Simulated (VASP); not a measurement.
Crystal: PbSe (Clausthalite).

```
Pb Se
1.0
     0.00000    3.06065    3.06065
     3.06065    0.00000    3.06065
     3.06065    3.06065    0.00000
Pb Se
1 1
Direct
  0.00000 0.00000 0.00000
  0.50000 0.50000 0.50000
```

```yaml
Program: VASP 6.6.1
Task: relaxation of cell and atoms
Functional: PBE
Potentials_or_basis: VASP PAW PBE potentials, release 64 (Pb, Se)
Cutoff: 580 eV
k_mesh: 8 × 8 × 8
Occupations: fermi-dirac, width 0.05 eV
Spin: no spin polarisation
```

At the start: pressure 2.2 GPa; volume 28.67 Å³/atom.

Q: Where does the relaxation end?

A: Over 3 steps the energy falls by 7.8 meV/atom and the volume is 29.87 Å³/atom (+4.2 %); space group Fm-3m (No. 225, to 0.05 Å).

Step by step:
| step | energy change (eV) | largest force (eV/Å) | pressure (GPa) | volume (Å³) |
| --- | --- | --- | --- | --- |
| 1 | 0.0000 | 0.0000 | 2.16 | 57.34 |
| 2 | -0.0137 | 0.0000 | -0.67 | 60.61 |
| 3 | -0.0155 | 0.0000 | 0.00 | 59.73 |

Final structure:
```
Pb Se
1.0
     0.00000    3.10263    3.10263
     3.10263    0.00000    3.10263
     3.10263    3.10263    0.00000
Pb Se
1 1
Direct
  0.00000 0.00000 0.00000
  0.50000 0.50000 0.50000
```

The cell as given is a measured one (28.67 Å³/atom); PBE puts the equilibrium volume +4.2 % from it, thermal expansion not counted.
